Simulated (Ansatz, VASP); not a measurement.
**Sb in VASP and in Ansatz**

```
Sb
1.0
     0.00000    2.47512    2.47512
     2.47512    0.00000    2.47512
     2.47512    2.47512    0.00000
Sb
1
Cartesian
  0.0000 0.0000 0.0000
```

Alike in both runs: task single point; functional RPBE; k mesh 13 × 13 × 13; occupations fermi-dirac, width 0.1 eV; no spin polarisation.

|  | VASP | Ansatz |
| --- | --- | --- |
| version | VASP 6.6.1 | Ansatz 0.2.0 |
| potentials or method | VASP PAW PBE potentials, release 64 (Sb) | plane waves (420 eV) with PAW, scalar-relativistic |
| plane-wave cutoff (eV) | 520 | 420 |
| valence electrons in the cell | 5 | 15 |

|  | VASP | Ansatz | Ansatz less VASP |
| --- | --- | --- | --- |
| pressure (GPa) | -3.5 | -3.4 | +0.16 |

The two sets of potentials don't hold the same shells in valence.

Caveats: the PAW data sets were made with another functional, which shifts forces and pressure a little (VASP). Spin-orbit coupling is left out, which matters for the levels of Sb.
